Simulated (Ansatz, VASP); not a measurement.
# One calculation of BN, two programs

Contents of INCAR:

```
SYSTEM = BN
PREC = Accurate
ENCUT = 520
EDIFF = 1E-6
ISMEAR = 0
SIGMA = 0.05
LREAL = .FALSE.
LASPH = .TRUE.
NELM = 60
ALGO = Normal
ISIF = 2
LWAVE = .FALSE.
LCHARG = .FALSE.
GGA = PS
NBANDS = 16
```

File KPOINTS:

```
Automatic mesh
0
G
  12 12 4
  0 0 0
```

File POSCAR:

```
BN
1.0
    2.5382972235      0.0000000000      0.0000000000
   -1.2691486118      2.1982298779      0.0000000000
    0.0000000000      0.0000000000      6.4823622293
B N
2 2
Direct
    0.3333333333      0.6666666667      0.2500000000
    0.6666666667      0.3333333333      0.7500000000
    0.3333333333      0.6666666667      0.7500000000
    0.6666666667      0.3333333333      0.2500000000
```

Input for Ansatz:

```yaml
crystal:
  lattice:
    - [2.5382972235, 0.0, 0.0]
    - [-1.2691486118, 2.1982298779, 0.0]
    - [0.0, 0.0, 6.4823622293]
  atoms:
    - { symbol: B, position: [0.3333333333, 0.6666666667, 0.25] }
    - { symbol: B, position: [0.6666666667, 0.3333333333, 0.75] }
    - { symbol: "N", position: [0.3333333333, 0.6666666667, 0.75] }
    - { symbol: "N", position: [0.6666666667, 0.3333333333, 0.25] }
basis:
  ecutwfc: 420
kpoints:
  mp_grid: { grid: [12, 12, 4] }
hamiltonian:
  xc: pbesol
scf:
  occupations: { method: gaussian, width: 0.05 }
output:
  forces: true
  stress: true
  eigenvalues: true
```

Alike in both runs: task single point; functional PBEsol; k mesh 12 × 12 × 4; occupations gaussian, width 0.05 eV; no spin polarisation.

|  | VASP | Ansatz |
| --- | --- | --- |
| version | VASP 6.6.1 | Ansatz 0.2.0 |
| potentials or method | VASP PAW PBE potentials, release 64 (B, N) | scalar-relativistic, plane waves, PAW |
| plane-wave cutoff (eV) | 520 | 420 |
| valence electrons in the cell | 16 | 16 |

Ansatz gave:

- gap on the k mesh at the Fermi level (eV): 4.05
- least direct gap on the mesh (eV): 4.41
- pressure (GPa): -8.8
- largest component of the traceless stress (GPa): 10.23

Question: Which values does VASP return?

Answer: gap on the k mesh at the Fermi level (eV): 4.04; least direct gap on the mesh (eV): 4.40; pressure (GPa): -8.5; largest component of the traceless stress (GPa): 9.81.

Caveats: the PAW data sets were made with another functional, which shifts forces and pressure a little (VASP); this functional lacks dispersion, which binds the layers, so the pressure and a relaxed spacing across them are unreliable. A k mesh can miss the band edges.
